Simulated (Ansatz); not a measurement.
**PtSe₂: from a first guess to the relaxed rutile type**

First guess:

```xyz
6
Lattice="5.8196 0.0000 0.0000 0.0000 5.8196 0.0000 0.0000 0.0000 3.8410" Properties=species:S:1:pos:R:3 pbc="T T T"
Pt    0.0000    0.0000    0.0000
Pt    2.9098    2.9098    1.9205
Se    1.7750    1.7750    0.0000
Se    4.0447    4.0447    0.0000
Se    4.6848    1.1348    1.9205
Se    1.1348    4.6848    1.9205
```

These are results of DFT, PBE, PAW with Ansatz's default frozen-core files, scalar-relativistic in Ansatz 0.2.0, not measurements.

Cell and atoms relax within the symmetry of the start on a 5×5×8 k mesh with 0.05 eV Fermi–Dirac smearing.

The start is built from a prototype, known or not as a phase of this compound; the cutoff is 420 eV.

Spin–orbit coupling is left out, though it moves levels of the heavy atoms by tenths of an eV or more.

(1) What is the pressure of the first guess?

(2) What does it relax to?

(3) How much energy does the relaxation release?

## Answers

(1) 4.38 GPa.

(2) a = 5.781 Å, b = 5.781 Å, c = 4.024 Å, α = 90.00°, β = 90.00°, γ = 90.00° (conventional cell), 22.42 Å³ per atom:
Space group P4_2/mnm (No. 136). a = 5.781 Å, b = 5.781 Å, c = 4.024 Å, α = 90.00°, β = 90.00°, γ = 90.00°
```csv
atom,site,symmetry,x,y,z
Pt,2a,m.mm,0.0000,0.0000,0.0000
Se,4f,m.2m,0.3103,0.3103,0.0000
```

(3) 24 meV/atom.
